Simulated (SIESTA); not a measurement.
## SiC under changes of volume

One of the cells (10.313 Å³/atom); the others are scaled copies at fixed shape and fractional positions:

```xyz
8
Lattice="3.0757 0.0000 0.0000 -1.5378 2.6636 0.0000 0.0000 0.0000 10.0706" Properties=species:S:1:pos:R:3 pbc="T T T"
Si    0.0000    0.0000    1.8922
Si    0.0000    0.0000    6.9275
Si    0.0000    1.7758    4.4094
Si    1.5378    0.8879    9.4447
C     0.0000    0.0000    0.0046
C     0.0000    0.0000    5.0400
C     0.0000    1.7758    2.5157
C     1.5378    0.8879    7.5510
```

The cell is a database's computed one.

```yaml
Program: SIESTA 5.4.2
Functional: xPBE
Potentials_or_basis: PseudoDojo 0.4 standard (PBE files)
Basis: DZP (energy shift 0.002 Ry)
Grid_cutoff: 500 Ry
Energy_shift: 0.002 Ry
k_mesh: 10 × 10 × 3
Occupations: fermi-dirac, width 0.05 eV
Spin: no spin polarisation
```

| volume (Å³/atom) | energy over the lowest point (meV/atom) | pressure (GPa) | largest force (eV/Å) |
| --- | --- | --- | --- |
| 9.694 | ? | ? | ? |
| 9.900 | 42.10 | 18.5 | 0.030 |
| 10.107 | 22.01 | 12.9 | 0.025 |
| 10.313 | 8.73 | 7.9 | 0.022 |
| 10.519 | 1.52 | 3.4 | 0.022 |
| 10.726 | 0.00 | -0.9 | 0.027 |
| 10.932 | 3.66 | -4.7 | 0.028 |

Q: What does the run at 9.694 Å³/atom give?

A: Energy over the lowest point 69.75 meV/atom; pressure 24.6 GPa; largest force 0.038 eV/Å.

Worked out: A Birch-Murnaghan fit of order 3 (a polynomial in V^(-2/3)) to the other rows has its minimum at 10.68 Å³/atom with B0 = V·E''(V) = 213 GPa and B' = 3.3 at fixed shape and positions, which overstates the stiffness. It gives 69.34 meV/atom at 9.694 Å³/atom, against the run's 69.75, and -dE/dV = 24.2 GPa, against 24.6.

Energies are extrapolated to zero smearing.

Caveats: the potentials were made for another functional, which shifts forces and pressure; the basis of atomic orbitals isn't converged, which shifts pressures, moduli and gaps.
